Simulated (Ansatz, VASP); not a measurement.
## One calculation of Pt, two programs

The input INCAR:

```
SYSTEM = Pt
PREC     = Accurate       ! precision mode
ENCUT    = 520            ! plane-wave cutoff, eV
EDIFF    = 1E-6           ! SCF threshold, eV
ISMEAR   = 0              ! smearing method
SIGMA    = 0.15           ! smearing width, eV
LREAL    = .False.        ! projectors in reciprocal space
LASPH    = .True.         ! aspherical terms in the spheres
NELM     = 80             ! most SCF steps
ALGO     = Fast           ! electronic algorithm
ISIF     = 2              ! what is computed and relaxed
LWAVE    = .False.        ! write WAVECAR
LCHARG   = .False.        ! write CHGCAR
GGA      = PE             ! functional
NBANDS   = 17             ! bands
```

Contents of KPOINTS:

```
Automatic mesh
0
Gamma
  18 18 10
  0 0 0
```

The input POSCAR:

```
Pt
1.0
    2.6620000000      0.0000000000      0.0000000000
   -1.3310000000      2.3053596249      0.0000000000
    0.0000000000      0.0000000000      4.7813829983
Pt
2
Direct
    0.6666666667      0.3333333333      0.7500000000
    0.3333333333      0.6666666667      0.2500000000
```

Input for Ansatz:

```yaml
crystal:
  lattice:
    - [2.662, 0.0, 0.0]
    - [-1.331, 2.3053596249, 0.0]
    - [0.0, 0.0, 4.7813829983]
  atoms:
    - { symbol: Pt, position: [0.6666666667, 0.3333333333, 0.75] }
    - { symbol: Pt, position: [0.3333333333, 0.6666666667, 0.25] }
basis:
  ecutwfc: 420
kpoints:
  mp_grid: { grid: [18, 18, 10] }
hamiltonian:
  xc: pbe
scf:
  occupations: { method: gaussian, width: 0.15 }
output:
  forces: true
  stress: true
  eigenvalues: true
```

Alike in both runs: task single point; functional PBE; k mesh 18 × 18 × 10; occupations gaussian, width 0.15 eV; no spin polarisation.

```csv
,VASP,Ansatz
version,VASP 6.6.1,Ansatz 0.2.0
potentials or method,"VASP PAW PBE potentials, release 64 (Pt)","scalar-relativistic, plane waves, PAW"
plane-wave cutoff (eV),520,420
valence electrons in the cell,20,36
```

Ansatz gave:

| Item | Value |
| --- | --- |
| gap on the k mesh at the Fermi level (eV) | none |
| pressure (GPa) | 22.8 |
| largest component of the traceless stress (GPa) | 9.69 |

Task: Which values does VASP return?

Result: gap on the k mesh at the Fermi level (eV): none; pressure (GPa): 22.2; largest component of the traceless stress (GPa): 9.68.

A gap of «none» marks a metal or a gap that the smearing closes. The two sets of potentials don't hold the same shells in valence.

Caveats: so large a pressure means that the cell lies far from this level's equilibrium, or that cutoff or potentials fall short (VASP). Spin-orbit coupling is left out, which matters for the levels of Pt.
